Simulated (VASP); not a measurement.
Input of a VASP 6.6.1 run:

File INCAR:

```
PREC = Accurate
ENCUT = 300
EDIFF = 1E-7
ISMEAR = 0
SIGMA = 0.03
LREAL = F
LASPH = T
NELM = 80
ALGO = Normal
ISIF = 3
LWAVE = F
LCHARG = F
GGA = PE
IBRION = 2
NSW = 90
EDIFFG = -0.005
```

File KPOINTS:

```
Automatic mesh
0
Gamma
  5 5 5
```

POSCAR

```
Si                                      
1.0
    0.0000000000      2.7350062257      2.7350062257
    2.7350062257      0.0000000000      2.7350062257
    2.7350062257      2.7350062257      0.0000000000
  Si            
     2
Direct
     0.7500000000000000    0.7500000000000000    0.7500000000000000
     0.5000000000000000    0.5000000000000000    0.5000000000000000
```

Potentials or basis: VASP PAW PBE potentials, release 64 (Si).

Run with:

```bash
$ cat potpaw_PBE.64/Si/POTCAR > POTCAR
$ mpirun -np 1 vasp_std > vasp.out
```

(1) Predict the band gap on the k mesh.

Answers

(1) 0.62 eV, indirect (least direct gap 2.55 eV).

Caveat: the relaxation stopped at its first step, so nothing moved; an odd mesh through Γ misses points on the zone boundary, where band edges often lie.
